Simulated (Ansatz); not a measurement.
The system is InP.

```
In P
1.0
     0.00000    2.93050    2.93050
     2.93050    0.00000    2.93050
     2.93050    2.93050    0.00000
In P
1 1
Direct
  0.00000 0.00000 0.00000
  0.75000 0.75000 0.75000
```

Base run:

```yaml
Program: Ansatz 0.2.0
Functional: revPBE
Potentials_or_basis: Ansatz PAW
Cutoff: "420 eV (not typed: the program's choice for these potentials)"
k_mesh: 8 × 8 × 8
Occupations: fermi-dirac, width 0.05 eV
Spin: no spin polarisation
```

Its results: band gap on the k mesh 0.81 eV, direct; pressure 4.7 GPa.

**Question.** The run is repeated on the same cell with these changes: functional from revPBE to HSEsol; k mesh from 8 × 8 × 8 to 4 × 4 × 4. What comes out?

**Answer.** Band gap on the k mesh 1.42 eV, direct; pressure -0.2 GPa.

Several settings changed at once, so the effect can't be laid on one alone.

Caveats: some runs use coarse meshes; spin-orbit coupling is left out, which moves the levels of the heavy elements; the PAW data sets come from PBE, with cores solved anew for the run's functional, which leaves a small shift of forces and pressure; the thresholds are loose for stress (some runs).
